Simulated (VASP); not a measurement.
Input of a VASP 6.6.1 run:

INCAR

```
PREC = Accurate
ENCUT = 520
EDIFF = 1E-6
ISMEAR = 0
SIGMA = 0.1
LREAL = F
LASPH = T
NELM = 100
ALGO = Fast
ISIF = 2
LWAVE = F
LCHARG = F
GGA = PE
NBANDS = 45
```

File KPOINTS:

```
regular mesh
0
Gamma
  4 4 4
```

POSCAR

```
Ti
1.0
    6.4811554491      0.5690425616      0.4736884494
   -0.3909721351      4.0409349144      0.5139058081
   -1.5255924138     -0.6272901937      3.7682011961
Ti
6
Direct
    0.0799675667      0.4195706978      0.6611521806
    0.4132636739      0.9195570804      0.8279642067
    0.4132903034      0.4196043664      0.3278112563
    0.7466169301      0.9195825521      0.4946445959
    0.0799333138      0.9195048349      0.1612840102
    0.7466188426      0.4195428242     -0.0055190186
```

Potentials or basis: VASP PAW PBE potentials, release 64 (Ti_sv).

Launch:

```bash
$ cat potpaw_PBE.64/Ti_sv/POTCAR > POTCAR
$ mpirun -np 1 vasp_std > vasp.out
```

Task: Predict the band gap on the k mesh.

Result: None (metal or under the smearing width).

Task: Estimate the pressure.

Result: -0.3 GPa.

Forces in eV/Å, atoms in the order of the input:
```
Ti  -0.001 -0.001  0.001
Ti   0.002  0.001 -0.001
Ti   0.000 -0.001  0.001
Ti   0.000 -0.001 -0.002
Ti   0.001  0.002 -0.001
Ti  -0.001  0.000  0.002
```

Caveat: the k mesh is coarse (spacing up to 0.40 Å⁻¹), so the values aren't converged.
